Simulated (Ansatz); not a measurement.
# Ga2O3 (Ga2O3): the cost of one run

Program: Ansatz 0.2.0. Level of theory: DFT r2SCAN, scalar-relativistic, plane waves, PAW. These are calculated values, not measurements.

### Step 1. The system as given

Symmetry: C2/m, No. 12, monoclinic system. Conventional cell: a = 12.214 Å, b = 3.037 Å, c = 5.798 Å, α = 90.00°, β = 103.83°, γ = 90.00°. Ga (site symmetry m) is surrounded by 4 O at 1.83 to 1.86 Å. Ga (site symmetry m) has 6 O at 1.94 to 2.07 Å as nearest neighbours. O (site symmetry m) has 3 Ga at 1.83 to 1.94 Å as nearest neighbours. Around O (site symmetry m) lie 4 Ga at 1.86 to 2.07 Å.

Structure file:

```cif
data_structure
_symmetry_space_group_name_H-M 'C2/m'
_symmetry_Int_Tables_number 12
_cell_length_a 12.2140
_cell_length_b 3.0371
_cell_length_c 5.7981
_cell_angle_alpha 90.000
_cell_angle_beta 103.830
_cell_angle_gamma 90.000
_cell_volume 208.85
loop_
_atom_site_label
_atom_site_type_symbol
_atom_site_symmetry_multiplicity
_atom_site_Wyckoff_symbol
_atom_site_fract_x
_atom_site_fract_y
_atom_site_fract_z
_atom_site_occupancy
Ga1 Ga 4 i 0.09050 0.00000 0.79460 1
Ga2 Ga 4 i 0.15866 0.50000 0.31402 1
O1 O 4 i 0.16450 0.00000 0.10980 1
O2 O 4 i 0.17330 0.00000 0.56320 1
O3 O 4 i 0.49590 0.00000 0.25660 1
```

The structure rests on an entry of the Crystallography Open Database; cell or positions may have been set otherwise for this series.

### Step 2. Relaxing cell and atoms: Ga2O3 (Ga2O3), no spin

File input.yaml:

```yaml
crystal:
  lattice:
    - [6.107, -1.51855, 0.0]
    - [6.107, 1.51855, 0.0]
    - [-1.3859888959, 0.0, 5.630008738]
  atoms:
    - { symbol: Ga, position: [0.0905, 0.0905, 0.7946] }
    - { symbol: Ga, position: [0.9095, 0.9095, 0.2054] }
    - { symbol: Ga, position: [0.65866, 0.65866, 0.31402] }
    - { symbol: Ga, position: [0.34134, 0.34134, 0.68598] }
    - { symbol: O, position: [0.1645, 0.1645, 0.1098] }
    - { symbol: O, position: [0.8355, 0.8355, 0.8902] }
    - { symbol: O, position: [0.1733, 0.1733, 0.5632] }
    - { symbol: O, position: [0.8267, 0.8267, 0.4368] }
    - { symbol: O, position: [0.4959, 0.4959, 0.2566] }
    - { symbol: O, position: [0.5041, 0.5041, 0.7434] }
scf:
  occupations: { method: fixed }
output:
  forces: true
  stress: true
  eigenvalues: true
  write_density: true
  write_potential: true
  elf: true
  volumetric_format: npy
hamiltonian:
  xc: r2scan
kpoints:
  mp_grid: { grid: [6, 6, 6] }
basis:
  ecutwfc: 600
relax:
  f_tol: 0.002
  max_steps: 60
  cell: { stress_tol: 0.02 }
```

On the command line:

```
ansatz run input.yaml --threads 4 --pin off --max-ram 10240MiB --backend cpu --events-out ev --progress --plain --runs-dir out
```

What time and memory should one allow on 4 threads of Intel Xeon 6975P-C (Granite Rapids), shared host?

About 55 s, with a peak of 1.1 GiB.
